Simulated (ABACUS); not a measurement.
# GaN (F-43m) in ABACUS: single point with r2SCAN

Aim: the single point of GaN with r2SCAN.

Everything below comes from runs of ABACUS 3.10.1. Logs are shortened: lines on timing, memory, paths and dates and some standing lists are left out, and cuts for length are marked.

**Measured values to compare with.**

From a printed reference work, textbook, for a bulk crystal of GaN at 0 K: band gap 3.299 eV (direct).

The runs below are set against these values where they give the same quantity.

## Step 1: Starting point

Symmetry: F-43m, No. 216, cubic system. The conventional cell has a = 4.507 Å, b = 4.507 Å, c = 4.507 Å, α = 90.00°, β = 90.00°, γ = 90.00°. Around Ga (site symmetry -43m) lie 4 N at 1.95 Å. Around N (site symmetry -43m) lie 4 Ga at 1.95 Å.

The cell is a database's computed one.

## Step 2: Single point, r2SCAN

Input file INPUT:

```
INPUT_PARAMETERS
suffix              GaN
calculation         scf
basis_type          pw
pseudo_dir          ./
symmetry            1
dft_functional      MGGA_X_R2SCAN+MGGA_C_R2SCAN
ecutwfc             97
pseudo_rcut         10
nspin               1
nbands              19
ks_solver           dav
smearing_method     fd
smearing_sigma      0.00367493
scf_thr             1e-08
scf_nmax            100
mixing_type         broyden
mixing_beta         0.7
cal_force           1
cal_stress          1
mixing_tau          1
out_chg             1
kpar                4
```

Input file STRU:

```
ATOMIC_SPECIES
Ga 69.7230 Ga_ONCV_PBE-1.2.upf
N 14.0070 N_ONCV_PBE-1.2.upf

LATTICE_CONSTANT
1.8897261246

LATTICE_VECTORS
0.0000000000 2.2535006075 2.2535006075
2.2535006075 0.0000000000 2.2535006075
2.2535006075 2.2535006075 0.0000000000

ATOMIC_POSITIONS
Direct

Ga
0.0
1
0.0000000000 0.0000000000 0.0000000000 1 1 1

N
0.0
1
0.2500000000 0.2500000000 0.2500000000 1 1 1
```

Input file KPT:

```
K_POINTS
0
Gamma
6 6 6 0 0 0
```

Potentials or basis: SG15 ONCV 1.2 PBE, plane waves.

Run with:

```bash
OMP_NUM_THREADS=1 mpirun -np 4 abacus > log
```

running log:

```text
ABACUS v3.10.1

               Atomic-orbital Based Ab-initio Computation at UStc

 ------------------------------------------------------------------------------------

 READING GENERAL INFORMATION
                           global_out_dir = OUT.GaN/
                           global_in_card = INPUT
                               pseudo_dir = ./
                              orbital_dir =
                                    DSIZE = 4
                                    GSIZE = 1
[... 5 lines left out ...]

 READING ATOM TYPE 1
                               atom label = Ga
                      L=0, number of zeta = 1
                      L=1, number of zeta = 1
                      L=2, number of zeta = 1
             number of atom for this type = 1

 READING ATOM TYPE 2
                               atom label = N
                      L=0, number of zeta = 1
                      L=1, number of zeta = 1
                      L=2, number of zeta = 1
             number of atom for this type = 1

                        TOTAL ATOM NUMBER = 2
DIRECT COORDINATES
    atom                   x                   y                   z     mag                  vx                  vy                  vz
taud_Ga1            0.0000000000        0.0000000000        0.0000000000  0.0000        0.0000000000        0.0000000000        0.0000000000
taud_N1            0.2500000000        0.2500000000        0.2500000000  0.0000        0.0000000000        0.0000000000        0.0000000000

                          Volume (Bohr^3) = 154.454
                             Volume (A^3) = 22.8877

 Lattice vectors: (Cartesian coordinate: in unit of a_0)
                   +0             +2.2535             +2.2535
              +2.2535                  +0             +2.2535
              +2.2535             +2.2535                  +0
 Reciprocal vectors: (Cartesian coordinate: in unit of 2 pi/a_0)
            -0.221877           +0.221877           +0.221877
            +0.221877           -0.221877           +0.221877
            +0.221877           +0.221877           -0.221877
 The esolver type has been set to : ksdft_pw

                PAO radial cut off (Bohr) = 10

 Read in pseudopotential file is Ga_ONCV_PBE-1.2.upf
                     pseudopotential type = NC
          exchange-correlation functional = PBE
                 nonlocal core correction = 0
                        valence electrons = 13
                                     lmax = 2
                           number of zeta = 0
                     number of projectors = 6
                           L of projector = 0
                           L of projector = 0
                           L of projector = 1
                           L of projector = 1
                           L of projector = 2
                           L of projector = 2
 XC functional updated to : MGGA_X_R2SCAN+MGGA_C_R2SCAN
          exchange-correlation functional = MGGA_X_R2SCAN+MGGA_C_R2SCAN
                PAO radial cut off (Bohr) = 10

 Read in pseudopotential file is N_ONCV_PBE-1.2.upf
                     pseudopotential type = NC
          exchange-correlation functional = PBE
                 nonlocal core correction = 0
                        valence electrons = 5
                                     lmax = 1
                           number of zeta = 0
                     number of projectors = 4
                           L of projector = 0
                           L of projector = 0
                           L of projector = 1
                           L of projector = 1
 XC functional updated to : MGGA_X_R2SCAN+MGGA_C_R2SCAN
          exchange-correlation functional = MGGA_X_R2SCAN+MGGA_C_R2SCAN
     initial pseudo atomic orbital number = 0

 SETUP THE ELECTRONS NUMBER
            electron number of element Ga = 13
      total electron number of element Ga = 13
             electron number of element N = 5
       total electron number of element N = 5
            AUTOSET number of electrons:  = 18
                           occupied bands = 9
                                   NBANDS = 19
                                   NLOCAL = 18

%%%%%%%%%%%%%%%%%%%%%%%%%%%%%%%%%%%%%%%%%%%%%%%%%%%%%%%%%%%%%%%%%%%%%%%%%%%%%%%%%%%%%%%%%%%%%%%%%%%%%%%%%%
 Warning: the number of valence electrons in pseudopotential > 3 for Ga: [Ar] 3d10 4s2 4p1
 Pseudopotentials with additional electrons can yield (more) accurate outcomes, but may be less efficient.
 If you're confident that your chosen pseudopotential is appropriate, you can safely ignore this warning.
%%%%%%%%%%%%%%%%%%%%%%%%%%%%%%%%%%%%%%%%%%%%%%%%%%%%%%%%%%%%%%%%%%%%%%%%%%%%%%%%%%%%%%%%%%%%%%%%%%%%%%%%%%

 SETUP THE PLANE WAVE BASIS
 energy cutoff for charge/potential (unit:Ry) = 388
            fft grid for charge/potential = [ 40, 40, 40 ]
                        fft grid division = [ 1, 1, 1 ]
        big fft grid for charge/potential = [ 40, 40, 40 ]
                                     nbxx = 64000
                                     nrxx = 64000

 SETUP PLANE WAVES FOR CHARGE/POTENTIAL
                    number of plane waves = 19891
                         number of sticks = 955

 PARALLEL PW FOR CHARGE/POTENTIAL
     PROC   COLUMNS(POT)             PW
        1            955          19891
 --------------- sum -------------------
        1            955          19891
                            number of |g| = 240
                                  max |g| = 35.0513
                                  min |g| = 0

----------- Double Check Mixing Parameters Begin ------------
mixing_type: broyden
mixing_beta: 0.7
mixing_gg0: 1
mixing_gg0_min: 0.1
mixing_ndim: 8
----------- Double Check Mixing Parameters End ------------

 LATTICE VECTORS: (CARTESIAN COORDINATE: IN UNIT OF A0)
                   +0             +2.2535             +2.2535
              +2.2535                  +0             +2.2535
              +2.2535             +2.2535                  +0
                       right hand lattice = 1
                                   NORM_A = 3.18693
                                   NORM_B = 3.18693
                                   NORM_C = 3.18693
                           ALPHA (DEGREE) = 60
                           BETA  (DEGREE) = 60
[... 8 lines left out ...]
                                    IBRAV = 3
                                  BRAVAIS = FACE CENTERED CUBIC
                       LATTICE CONSTANT A = 4.507
Original cell was already a primitive cell.
                        ROTATION MATRICES = 48
              PURE POINT GROUP OPERATIONS = 24
                   SPACE GROUP OPERATIONS = 24
                                       C2 = 3
                                       C3 = 8
                                       C4 = 0
                                       C6 = 0
                                       S1 = 6
                                       S3 = 0
                                       S4 = 6
                                       S6 = 0
                              POINT GROUP = T_d
                                       C2 = 3
                                       C3 = 8
                                       C4 = 0
                                       C6 = 0
                                       S1 = 6
                                       S3 = 0
                                       S4 = 6
                                       S6 = 0
               POINT GROUP IN SPACE GROUP = T_d

 SETUP K-POINTS
                                    nspin = 1
                   Input type of k points = Monkhorst-Pack(Gamma)
                                   nkstot = 216
                       right hand lattice = 1
(for reciprocal lattice: )
[... 8 lines left out ...]
                       right hand lattice = 1
                        ROTATION MATRICES = 48
                               nkstot_ibz = 16
K-POINTS REDUCTION ACCORDING TO SYMMETRY
     IBZ    DIRECT_X    DIRECT_Y    DIRECT_Z  WEIGHT  ibz2bz
       1  0.00000000  0.00000000  0.00000000  0.0046       0
       2  0.16666667  0.16666667  0.16666667  0.0370       1
       3  0.33333333  0.33333333  0.33333333  0.0370       2
       4  0.50000000  0.50000000  0.50000000  0.0185       3
       5  0.16666667  0.16666667  0.00000000  0.0278       7
       6  0.33333333  0.33333333  0.16666667  0.1111       8
[... 8 lines left out ...]
      15  0.50000000  0.33333333 -0.33333333  0.1111      52
      16  0.50000000  0.33333333 -0.16666667  0.0556      58

                               nkstot now = 16
[... K-POINTS DIRECT COORDINATES: 16 rows ...]

           k-point number in this process = 4
       minimum distributed K point number = 4
[... stars of the k points ...]

[... K-POINTS CARTESIAN COORDINATES: 4 rows ...]

[... K-POINTS DIRECT COORDINATES: 4 rows ...]

 SETUP PLANE WAVES FOR WAVE FUNCTIONS
     energy cutoff for wavefunc (unit:Ry) = 97
              fft grid for wave functions = [ 40, 40, 40 ]
                    number of plane waves = 2975
                         number of sticks = 271

 PARALLEL PW FOR WAVE FUNCTIONS
     PROC   COLUMNS(POT)             PW
        1            271           2975
 --------------- sum -------------------
        1            271           2975

 SETUP NONLOCAL PSEUDOPOTENTIALS IN PLANE WAVE BASIS
 Ga non-local projectors:
 projector 1 L=0
 projector 2 L=0
 projector 3 L=1
 projector 4 L=1
 projector 5 L=2
 projector 6 L=2
 N non-local projectors:
 projector 1 L=0
 projector 2 L=0
 projector 3 L=1
 projector 4 L=1
      TOTAL NUMBER OF NONLOCAL PROJECTORS = 26

 Init Non-Local PseudoPotential table :
 Init Non-Local-Pseudopotential done.

                                     npwx = 2523

 -------------------------------------------
 SELF-CONSISTENT
 -------------------------------------------
                                 init_chg = atomic

 PW ALGORITHM --------------- ION=   1  ELEC=   1--------------------------------

 Density error is 0.466102669309
                          Error Threshold = 0.01
----------------------------------------------------------
     Energy           Rydberg                 eV
----------------------------------------------------------
 E_KohnSham     -149.8170038280      -2038.3649093490
 E_Harris       -149.3875231426      -2032.5215248458
 E_Fermi        0.6844376780         9.3122523471
----------------------------------------------------------
[... 63 lines left out ...]
 Density error is 2.98328775425e-09
                          Error Threshold = 5.79640840279e-10
----------------------------------------------------------
     Energy           Rydberg                 eV
----------------------------------------------------------
 E_KohnSham     -150.0710039088      -2041.8207577402
 E_KS(sigma->0) -150.0710039088      -2041.8207577400
 E_Harris       -150.0709049799      -2041.8194117432
 E_band         0.4446800164         6.0501820091
 E_one_elec     -53.5605254779       -728.7283343730
 E_Hartree      42.2095346653        574.2901813768
 E_xc           -22.0456959800       -299.9470817042
 E_Ewald        -116.6743171162      -1587.4355230394
 E_entropy(-TS) -0.0000000000        -0.0000000002
 E_descf        0.0000000000         0.0000000000
 E_exx          0.0000000000         0.0000000000
 E_Fermi        0.8366086999         11.3826453152
----------------------------------------------------------

 charge density convergence is achieved
 final etot is -2041.8207577 eV
 EFERMI = 11.382645315 eV

 STATE ENERGY(eV) AND OCCUPATIONS    NSPIN == 1
 1/4 kpoint (Cartesian) = 0.0000 0.0000 0.0000 (2445 pws)
       1       -6.51430     0.00925926
       2       -3.02277     0.00925926
       3       -3.02277     0.00925926
       4       -3.02277     0.00925926
       5       -2.64878     0.00925926
       6       -2.64878     0.00925926
[... 11 lines left out ...]
      18        31.1246        0.00000
      19        31.1246        0.00000

 2/4 kpoint (Cartesian) = 0.036980 0.036980 0.036980 (2523 pws)
       1       -6.21339      0.0740741
       2       -2.98505      0.0740741
       3       -2.98505      0.0740741
       4       -2.91301      0.0740741
       5       -2.65055      0.0740741
       6       -2.65055      0.0740741
[... 11 lines left out ...]
      18        35.0029        0.00000
      19        35.0029        0.00000

 3/4 kpoint (Cartesian) = 0.073959 0.073959 0.073959 (2473 pws)
       1       -5.63519      0.0740741
       2       -2.93174      0.0740741
       3       -2.93174      0.0740741
       4       -2.62703      0.0740741
       5       -2.62703      0.0740741
       6       -2.36034      0.0740741
[... 11 lines left out ...]
      18        38.0901        0.00000
      19        38.0901        0.00000

 4/4 kpoint (Cartesian) = 0.11094 0.11094 0.11094 (2488 pws)
       1       -5.38986      0.0370370
       2       -2.91984      0.0370370
       3       -2.91984      0.0370370
       4       -2.59935      0.0370370
       5       -2.59935      0.0370370
       6       -1.68680      0.0370370
[... 11 lines left out ...]
      18        35.8185        0.00000
      19        35.8185        0.00000

------------------------------------------------------------------------------------------
 TOTAL-FORCE (eV/Angstrom)
------------------------------------------------------------------------------------------
                       Ga1         0.0000000000         0.0000000000         0.0000000000
                        N1         0.0000000000         0.0000000000         0.0000000000
------------------------------------------------------------------------------------------

----------------------------------------------------------------
 TOTAL-STRESS (KBAR)
----------------------------------------------------------------
       -30.4786363538        -0.0000000000        -0.0000000000
        -0.0000000000       -30.4786363538         0.0000000000
        -0.0000000000         0.0000000000       -30.4786363538
----------------------------------------------------------------
 TOTAL-PRESSURE: -30.478636 KBAR

 --------------------------------------------
 !FINAL_ETOT_IS -2041.8207577401597064 eV
 --------------------------------------------
```

Run time: 9.9 s. Hardware: 4 MPI ranks of Intel Xeon 6975P-C (Granite Rapids), shared host; peak memory 0.36 GiB.

Results:

- Free energy: -2041.8208 eV
- Pressure: -3.0 GPa
- Band gap on the k mesh: 1.87 eV, direct

Caveat: the potentials were made for another functional, which shifts forces and pressure.

## Step 3: Comparison with measurements

Step 2. A measured gap of GaN is 3.299 eV (direct; 0 K; a printed reference work, textbook); the calculated 1.87 eV misses it by -1.43 eV. Spin-orbit coupling on Ga is left out. The value is that of r2SCAN, without temperature or zero-point motion. The cell is a database's relaxed one, not the measured one, which moves gaps too.
